In this SnTe cell, the pressures at two cutoffs let us estimate by hand how much energy the step between them gains. The rule also needs the volume per atom and the converged pressure, but no adjusted constant. On the four steps from 435 to 871 eV, two ways of averaging the pressure enclose the computed energy gain. The rule works because most of the huge negative pressure at low cutoff is the energy error seen from another side.

LDA calculations with JDFTx 1.7.0 (patched build) for a two-atom SnTe cell, atoms displaced at random by about 0.02 Å; the sweep value is the plane-wave cutoff in eV. All runs use PseudoDojo SR LDA 0.4.1 standard potentials, no spin–orbit coupling, a 4×4×4 k mesh and 0.05 eV Fermi–Dirac smearing. Free energies and forces are compared with those at the highest cutoff.

```tsv
sweep value	energy less tightest (meV/atom)	pressure (GPa)	force miss (eV/Å)
435.382	48543.2	-762.6	0.044
544.228	13566.8	-332.9	0.026
653.073	2742.0	-102.4	0.003
761.919	364.1	-22.0	0.000
870.764	23.9	-4.0	0.000
979.61	1.3	-2.0	0.000
1088.45	1.0	-2.0	0.000
1251.72	0.6	-1.9	0.000
1469.41	0.0	-2.0	0.000
```

The sweep value is the plane-wave cutoff $E_c$ in eV, and the energy is counted from the tightest row. The cell is the same in every row, with the atoms slightly displaced from their ideal sites. Yet the pressure runs from about −763 GPa at the lowest cutoff to −2.0 GPa at the highest. A crystal that has not changed cannot be stretched by such different amounts, so the part that disappears belongs to the basis. The −2.0 GPa that stays is this cell's own pressure in LDA: it would like to be slightly smaller.

**Where the false tension comes from**

The program obtains the pressure by asking how the energy changes when the cell swells a little while the set of plane waves stays the same. The waves stretch with the cell. Their kinetic energies fall as $V^{-2/3}$, where $V$ is the volume per atom, so swelling lowers the effective cutoff. If the energy still depends on the cutoff, swelling makes it worse and therefore costs energy. The cell then seems to pull inwards, an effect known as Pulay stress.

One assumption gives the rule its form: at the same cutoff, the energy missing per atom is nearly the same in a slightly larger cell. The whole false tension then comes from the shift of the effective cutoff, and it vanishes once the energy no longer depends on the cutoff:

$$T=-\frac{2}{3V}\,\frac{dE}{d\ln E_c}.$$

Here $T$ is the converged pressure less the pressure of the row, and $E$ is the energy per atom. At equal slope, a cell with more room per atom shows less false tension.

The assumption rests on an argument about the orbitals. Sn and Te are treated here with their 4d electrons, which sit close to the nuclei and need short waves. Their missing energy should thus belong to the atom and hardly feel the volume of the cell. The table doesn't separate the 4d share from the rest, but the success of the rule fits this picture.

The same picture helps to explain why forces give so little warning. When an atom moves inside a fixed cell, the plane waves describe its compact orbitals equally well at the new place, and their missing energy largely cancels. When the cell itself changes, the effective cutoff shifts, and the missing energy changes with it. At 653 eV the force miss is only 0.003 eV/Å, while the false tension is still about 100 GPa. This cell also flatters the forces: its atoms lie close to ideal sites, where symmetry makes the force zero at any cutoff.

**The rule**

Turning the formula round gives the energy gained per atom between cutoffs $E_1$ and $E_2$:

$$\Delta E\approx\tfrac32\,V\,\bar T\,\ln\frac{E_2}{E_1}.$$

With 31.28 Å³ per atom, the factor $\tfrac32V$ is 0.293 eV per GPa. What remains is to choose the mean tension $\bar T$. If the tension hardly changed within the step, any mean would do. Here it falls steeply, and the choice matters.

The arithmetic mean follows a straight line between the two ends. The real curve sags below that line, so this estimate comes out too high. The logarithmic mean, $(T_1-T_2)/\ln(T_1/T_2)$, assumes that the tension falls as one fixed power of the cutoff throughout the step. An orbital with a sharp kink would come to behave in that way at high cutoff. The smoothed orbitals of a pseudopotential lose their short-wave parts ever more steeply, so the real curve bulges above the assumed one and the estimate comes out too low.

**First step, 544 to 653 eV**

Subtracting each pressure from −2.0 GPa gives tensions of 330.9 and 100.4 GPa. Their logarithmic mean is $230.5/\ln(330.9/100.4)\approx193$ GPa, and the logarithm of the cutoff ratio is 0.182. Hence

$$\Delta E\approx0.293\times193\times0.182\approx10.3\ \text{eV per atom}.$$

The arithmetic mean, 216 GPa, gives 11.5 eV in the same way. The calculation itself gains 10.8 eV, between the two.

**Second step, 762 to 871 eV**

The tensions are now 20.0 and 2.0 GPa, a drop by a factor of ten. The logarithmic mean is $18/\ln 10\approx7.8$ GPa and the arithmetic mean is 11 GPa. With 0.134 for the logarithm of the cutoff ratio, they give 0.31 and 0.43 eV per atom. The computed gain is 0.34 eV, again inside the bracket but closer to the lower end.

**How good it is, and where it stops**

Relative to the computed gain, the logarithmic mean is 4 to 10% too low on the four steps up to 871 eV. The arithmetic mean is 2 to 26% too high. Both get worse towards high cutoff, where the tension falls more steeply within each step. The output below lists every step; neither worked example was used to adjust the rule. Energy and pressure come from the same runs, so the agreement tests the link between them and not the quality of LDA.

The converged pressure must be known well once the tension is small. Suppose it were taken as zero instead of −2.0 GPa. The first example would barely change, but in the second the tensions would become 22.0 and 4.0 GPa. Their logarithmic mean would rise from 7.8 to $18/\ln(22/4)\approx10.6$ GPa, and the supposed lower estimate would exceed the computed gain.

The step from 871 to 980 eV already lies outside the useful range. The tension at its upper end is lost in the rounding, so the logarithmic mean can't be formed, and the arithmetic estimate is too high by more than half. From 980 eV on, the pressure is constant to within 0.1 GPa and the rule has nothing left to work with. In the step from 980 to 1088 eV, that 0.1 GPa stands for about 3 meV per atom, ten times the energy actually gained. A target of 1 meV per atom must therefore be judged from the energies themselves. Even these still fall by 0.6 meV in the last step, so the tightest row is a reference and not a proven end point.

For work on cell size or stress, the order of checks follows from the mechanism: pressure first, forces second. At 871 eV the forces have long settled, yet the false tension is still 2 GPa, as large as the cell's own pressure.

Output of the analysis:

```
Step from the row above to this row (0 = rule not applied):
      row  false tension GPa  energy gained eV/atom  log-mean estimate eV/atom  arithmetic estimate eV/atom  log-mean miss %  arithmetic miss %  local power of decay
  435.382              760.6                    n/a                          0                            0                0                  0                     0
  544.228              330.9                  34.98                      33.74                        35.66            -3.54              1.965                  3.73
  653.073              100.4                  10.82                      10.32                        11.51           -4.672              6.368                 6.542
  761.919                 20                  2.378                       2.25                        2.718           -5.396              14.29                 10.47
  870.764                  2                 0.3402                     0.3057                       0.4302           -10.14              26.44                 17.24
   979.61                  0                 0.0226                          0                      0.03449                0              52.62                     0
  1088.45                  0                 0.0003                          0                            0                0                  0                     0
  1251.72               -0.1                 0.0004                          0                            0                0                  0                     0
  1469.41                  0                 0.0006                          0                            0                0                  0                     0
Factor 1.5 V in eV per atom and GPa: 0.2929
Pressure of the tightest row, GPa: -2
Step 544 to 653 eV: ln of cutoff ratio: 0.1823
Step 544 to 653 eV: logarithmic mean tension, GPa: 193.3
Step 544 to 653 eV: arithmetic mean tension, GPa: 215.6
Step 762 to 871 eV: ln of cutoff ratio: 0.1335
Step 762 to 871 eV: logarithmic mean tension, GPa: 7.817
Step 762 to 871 eV: arithmetic mean tension, GPa: 11
Sum of log-mean estimates from 435 to 871 eV, eV/atom: 46.61
Sum of energy gained over the same steps, eV/atom: 48.52
Energy that 0.1 GPa stands for in the step 980 to 1088 eV, meV/atom: 3.085
Energy really gained in the step 980 to 1088 eV, meV/atom: 0.3
```
